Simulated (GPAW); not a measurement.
# Li2Se (Fm-3m) in GPAW: single point with PBE

Aim: the single point of Li2Se with PBE.

Everything below comes from runs of GPAW 26.7.0. Logs are shortened: lines on timing, memory, paths and dates and some standing lists are left out, and cuts for length are marked. The log counts tension as positive stress, the text compression.

## (1) The crystal as given

The structure is cubic, space group Fm-3m (No. 225). Conventional cell: a = 6.005 Å, b = 6.005 Å, c = 6.005 Å, α = 90.00°, β = 90.00°, γ = 90.00°. Around Se (site symmetry m-3m) lie 8 Li at 2.60 Å. Around Li (site symmetry -43m) lie 4 Se at 2.60 Å.

## (2) Single point, PBE

Input file run.py:

```python
from ase.io import read
from gpaw import PW
from gpaw.dft import DFT

atoms = read('Li2Se.xyz')

dft = DFT(atoms,
          mode=PW(800),
          xc='PBE',
          kpts={'size': (8, 8, 8), 'gamma': True},
          occupations={'name': 'fermi-dirac', 'width': 0.05},
          nbands=12,
          convergence={'density': 1e-05, 'energy': 1e-05},
          maxiter=150,
          txt='gpaw.txt')
print(f'Energy: {dft.calculate_energy():.6f} eV')
print('Forces (eV/A):')
print(dft.calculate_forces().round(4))
print('Stress (eV/A^3):', dft.calculate_stress().round(6))
dft.write_gpw_file('gs.gpw')
```

Input file Li2Se.xyz:

```xyz
3
Lattice="0.0000000000 3.0025000000 3.0025000000 3.0025000000 0.0000000000 3.0025000000 3.0025000000 3.0025000000 0.0000000000" Properties=species:S:1:pos:R:3 pbc="T T T"
Se     0.0000000000      0.0000000000      0.0000000000
Li     4.5037500000      4.5037500000      4.5037500000
Li     1.5012500000      1.5012500000      1.5012500000
```

Potentials or basis: GPAW PAW data sets (gpaw-data 1.2.1), pw.

The run is started by

```console
> OMP_NUM_THREADS=1 python run.py
```

gpaw.txt:

```text
Diagonalizing LCAO Hamiltonian
Converting LCAO to pw mode

                     Li

            Li

       Se

Atoms  # Å, Bohr magnetons
|   | symbol |        x |        y |        z |    initial magnetic moments |
|---|--------|----------|----------|----------|-----------------------------|
| 0 |     Se | 0.000000 | 0.000000 | 0.000000 | ( 0.0000,  0.0000,  0.0000) |
| 1 |     Li | 4.503750 | 4.503750 | 4.503750 | ( 0.0000,  0.0000,  0.0000) |
| 2 |     Li | 1.501250 | 1.501250 | 1.501250 | ( 0.0000,  0.0000,  0.0000) |

Unit cell  # Å
| periodic |        x |        y |        z |  lengths |    angles |
|----------|----------|----------|----------|----------|-----------|
|      yes | 0.000000 | 3.002500 | 3.002500 | 4.246176 | 60.000000 |
|      yes | 3.002500 | 0.000000 | 3.002500 | 4.246176 | 60.000000 |
|      yes | 3.002500 | 3.002500 | 0.000000 | 4.246176 | 60.000000 |

Number of symmetries: 48
Symmetry operations  # r_c * U_cc + t_c -> r_c
|    | kind |            matrix            |
|----|------|------------------------------|
|  0 |  σ   |  1, 0, 0,  1, 0,-1,  1,-1, 0 |
|  1 |  C2  |  1, 0, 0,  1,-1, 0,  1, 0,-1 |
|  2 |  E   |  1, 0, 0,  0, 1, 0,  0, 0, 1 |
|  3 |  σ   |  1, 0, 0,  0, 0, 1,  0, 1, 0 |
|  4 |  C4  |  1, 0,-1,  1, 0, 0,  1,-1, 0 |
|  5 |  S6  |  1, 0,-1,  1,-1, 0,  1, 0, 0 |
|  6 |  σ   |  1, 0,-1,  0, 1,-1,  0, 0,-1 |
|  7 |  C3  |  1, 0,-1,  0, 0,-1,  0, 1,-1 |
|  8 |  S6  |  1,-1, 0,  1, 0, 0,  1, 0,-1 |
|  9 |  C4  |  1,-1, 0,  1, 0,-1,  1, 0, 0 |
| 10 |  C3  |  1,-1, 0,  0,-1, 1,  0,-1, 0 |
| 11 |  σ   |  1,-1, 0,  0,-1, 0,  0,-1, 1 |
| 12 |  σ   |  0, 1, 0,  1, 0, 0,  0, 0, 1 |
| 13 |  C4  |  0, 1, 0,  0, 1,-1, -1, 1, 0 |
| 14 |  C3  |  0, 1, 0,  0, 0, 1,  1, 0, 0 |
| 15 |  S6  |  0, 1, 0, -1, 1, 0,  0, 1,-1 |
| 16 |  C2  |  0, 1,-1,  1, 0,-1,  0, 0,-1 |
| 17 |  σ   |  0, 1,-1,  0, 1, 0, -1, 1, 0 |
| 18 |  S4  |  0, 1,-1,  0, 0,-1,  1, 0,-1 |
| 19 |  C4  |  0, 1,-1, -1, 1, 0,  0, 1, 0 |
| 20 |  C3  |  0, 0, 1,  1, 0, 0,  0, 1, 0 |
| 21 |  σ   |  0, 0, 1,  0, 1, 0,  1, 0, 0 |
| 22 |  S6  |  0, 0, 1,  0,-1, 1, -1, 0, 1 |
| 23 |  C4  |  0, 0, 1, -1, 0, 1,  0,-1, 1 |
| 24 |  S4  |  0, 0,-1,  1, 0,-1,  0, 1,-1 |
| 25 |  C3  |  0, 0,-1,  0, 1,-1,  1, 0,-1 |
| 26 |  C2  |  0, 0,-1,  0,-1, 0, -1, 0, 0 |
| 27 |  S6  |  0, 0,-1, -1, 0, 0,  0,-1, 0 |
| 28 |  S4  |  0,-1, 1,  1,-1, 0,  0,-1, 0 |
| 29 |  C4  |  0,-1, 1,  0, 0, 1, -1, 0, 1 |
| 30 |  C2  |  0,-1, 1,  0,-1, 0,  1,-1, 0 |
| 31 |  σ   |  0,-1, 1, -1, 0, 1,  0, 0, 1 |
| 32 |  C3  |  0,-1, 0,  1,-1, 0,  0,-1, 1 |
| 33 |  S6  |  0,-1, 0,  0, 0,-1, -1, 0, 0 |
| 34 |  S4  |  0,-1, 0,  0,-1, 1,  1,-1, 0 |
| 35 |  C2  |  0,-1, 0, -1, 0, 0,  0, 0,-1 |
| 36 |  C2  | -1, 1, 0,  0, 1, 0,  0, 1,-1 |
| 37 |  S6  | -1, 1, 0,  0, 1,-1,  0, 1, 0 |
| 38 |  S4  | -1, 1, 0, -1, 0, 1, -1, 0, 0 |
| 39 |  C3  | -1, 1, 0, -1, 0, 0, -1, 0, 1 |
| 40 |  S6  | -1, 0, 1,  0, 0, 1,  0,-1, 1 |
| 41 |  C2  | -1, 0, 1,  0,-1, 1,  0, 0, 1 |
| 42 |  C3  | -1, 0, 1, -1, 1, 0, -1, 0, 0 |
| 43 |  S4  | -1, 0, 1, -1, 0, 0, -1, 1, 0 |
| 44 |  C2  | -1, 0, 0,  0, 0,-1,  0,-1, 0 |
| 45 |  i   | -1, 0, 0,  0,-1, 0,  0, 0,-1 |
| 46 |  σ   | -1, 0, 0, -1, 1, 0, -1, 0, 1 |
| 47 |  C2  | -1, 0, 0, -1, 0, 1, -1, 1, 0 |

BZ-sampling:
  Number of BZ points: 512
  Number of IBZ points: 29

  Monkhorst-Pack size: [8, 8, 8]
  Monkhorst-Pack shift: [0.0625, 0.0625, 0.0625]

K-points  # in reciprocal-cell coordinates
|     |                                coordinates |     weight |
|-----|--------------------------------------------|------------|
|   0 | (  0.00000000,   0.00000000,   0.00000000) | 0.00195312 |
|   1 | (  0.12500000,   0.12500000,   0.00000000) | 0.01171875 |
|   2 | (  0.12500000,   0.12500000,   0.12500000) | 0.01562500 |
|   3 | (  0.25000000,   0.12500000,   0.12500000) | 0.02343750 |
|   4 | (  0.25000000,   0.25000000,   0.00000000) | 0.01171875 |
|   5 | (  0.25000000,   0.25000000,   0.12500000) | 0.04687500 |
|   6 | (  0.25000000,   0.25000000,   0.25000000) | 0.01562500 |
|   7 | (  0.37500000,   0.25000000,  -0.37500000) | 0.04687500 |
|   8 | (  0.37500000,   0.25000000,   0.12500000) | 0.04687500 |
|   9 | (  0.37500000,   0.25000000,   0.25000000) | 0.04687500 |
| ... |                                            |            |
|  28 | (  0.50000000,   0.50000000,   0.50000000) | 0.00781250 |

Plane wave coefficients: 2797
Cutoff: 800.0 eV

Spin-components: 1 (collinear spins)
Bands:           12
Projectors:      11
Spin-degeneracy: 2
Datatype:        complex128

Parallelization:
  kpt:    1
  domain: 1
  band:   1

Density:
  Valence electrons: 8.0
  Components: 1
  Grid points: [28 28 28]
  Charge: 0.0  # |e|

Potential:
  Grid points: [28 28 28]

species:
  Se:
    name:    Selenium
    Z:       34.0
    valence: 6
    core:    28
    charge:  0.0  # [|e|]
    compensation charges:
      type: gauss
      rc: 0.27  # [Å]
      lmax: 2
    cutoffs:
      filter: 1.77  # [Å]
      core: 2.67  # [Å]
    projectors
    | kind |    occ | energy [eV] | rcut [Å] |
    |------|--------|-------------|----------|
    |   4s |  2.000 |     -17.277 |    0.847 |
    |   4p |  4.000 |      -6.512 |    1.005 |
    |    s |        |       9.935 |    0.847 |
    |    p |        |      20.699 |    1.005 |
    |    d |        |       0.000 |    0.847 |

    Using partial waves for Se as LCAO basis

  Li:
    name:    Lithium
    Z:       3.0
    valence: 1
    core:    2
    charge:  0.0  # [|e|]
    compensation charges:
      type: gauss
      rc: 0.33  # [Å]
      lmax: 2
    cutoffs:
      filter: 1.91  # [Å]
      core: 2.55  # [Å]
    projectors
    | kind |    occ | energy [eV] | rcut [Å] |
    |------|--------|-------------|----------|
    |   2s |  1.000 |      -2.874 |    1.058 |
    |   2p |  0.000 |      -1.090 |    1.058 |
    |    s |        |      24.337 |    1.058 |

    Using partial waves for Li as LCAO basis

Reference energy: -66509.107771  # eV

eigensolver:
  PPCG
  Converge bands: occupied
  niter=2

density mixing:
  MSR1-Mixer
  Pratt-step length: 0.05
  Maximum mixing coefficient: 0.75
  Old densities: 10
  SVD Regularization: 0.005
  Good broyden scale: 1.0
  Trust region scale: 1.0
  Backstep threshold: 4.0
  History deletion threshold: 6.0
  Fourier metric: weight=20.0, sigma=0.015

occupation numbers:
  Fermi-Dirac:
    width: 0.0500  # eV

poisson solver:
  ecut: 6400.0  # eV

xc functional:
  name: PBE with 2 nearest neighbor stencil

convergence criteria:
- Maximum integral of absolute [dens]ity change: 1e-05 electrons / valence electron
- Maximum [total energy] change in last 3 cyles: 1e-05 eV / valence electron
- Maximum integral of absolute [eigenst]ate change: 4e-08 eV^2 / valence electron
maximum number of iterations: 150

SCF iterations
|iter     | |      energy | eigst |  dens |
|---------|-|-------------|-------|-------|
|iter:   1| |  -11.130416 | -0.69 |       |
|iter:   2| |  -11.121696 | -2.52 | -1.01 |
|iter:   3| |  -11.081681 | -2.55 | -1.03 |
|iter:   4| |  -11.085192 | -3.58 | -1.59 |
|iter:   5| |  -11.085454 | -4.56 | -2.34 |
|iter:   6| |  -11.085504 | -5.80 | -2.87 |
|iter:   7| |  -11.085504c| -7.40c| -3.62 |
|iter:   8| |  -11.085504c| -8.15c| -4.78 |
|iter:   9| |  -11.085504c| -8.59c| -5.28c|
SCF steps: 9
Energy contributions relative to reference atoms: (reference = -66509.107771)

Energy contributions:
  Kinetic:          14.742598
  Coulomb:         -14.422301
  Zero:             -0.030458
  External:          0.000000
  Xc:              -11.375344
  Entropy:          -0.000000
  Spinorbit:         0.000000
  ----------------------------
  Free energy:     -11.085504
  Extrapolated:    -11.085504

Forces  # eV/Ang
|        x |        y |        z |
|----------|----------|----------|
|  0.00000 | -0.00000 | -0.00000 |  # Se   0
| -0.00000 |  0.00000 | -0.00000 |  # Li   1
|  0.00000 | -0.00000 | -0.00000 |  # Li   2

Stress tensor  # eV/Ang^3
|         x |         y |         z |
|-----------|-----------|-----------|
| -0.002327 |  0.000000 | -0.000000 |
|  0.000000 | -0.002327 |  0.000000 |
| -0.000000 |  0.000000 | -0.002327 |

Writing to gs.gpw (mode='')

  __  _  _
 | _ |_)|_||  |
 |__||  | ||/\| - 26.7.0

Input parameters:
  mode=PW(ecut=800.0),
  convergence={'density': 1e-05, 'energy': 1e-05},
  kpts=MonkhorstPack(size=(8, 8, 8), gamma=True),
  maxiter=150,
  nbands=12,
  occupations=Occupations(name='fermi-dirac', width=0.05),
  xc=XC(name='PBE')
# Writing to gs.gpw (mode='')
```

Wall time 7.3 s (1 thread of AMD EPYC 9R45 (Zen 5), shared host); peak memory 0.18 GiB.

What came out:

```yaml
Free_energy: -11.0855 eV
Pressure: 0.4 GPa
Band_gap_on_the_k_mesh: 2.97 eV, indirect (least direct gap 3.38 eV)
```

Levels at points of the mesh, in eV from the valence-band top:
| k point | band 2 | band 3 | band 4 | band 5 | band 6 | band 7 |
| --- | --- | --- | --- | --- | --- | --- |
| (0.00, 0.00, 0.00) | 0.00 | 0.00 | 0.00 | 3.38 | 5.62 | 5.62 |
| (0.50, 0.50, 0.00) | -2.28 | -1.44 | -1.44 | 2.97 | 6.18 | 10.33 |
| (0.50, 0.50, 0.50) | -2.91 | -0.53 | -0.53 | 5.11 | 5.97 | 5.97 |

A k mesh can miss the band edges.
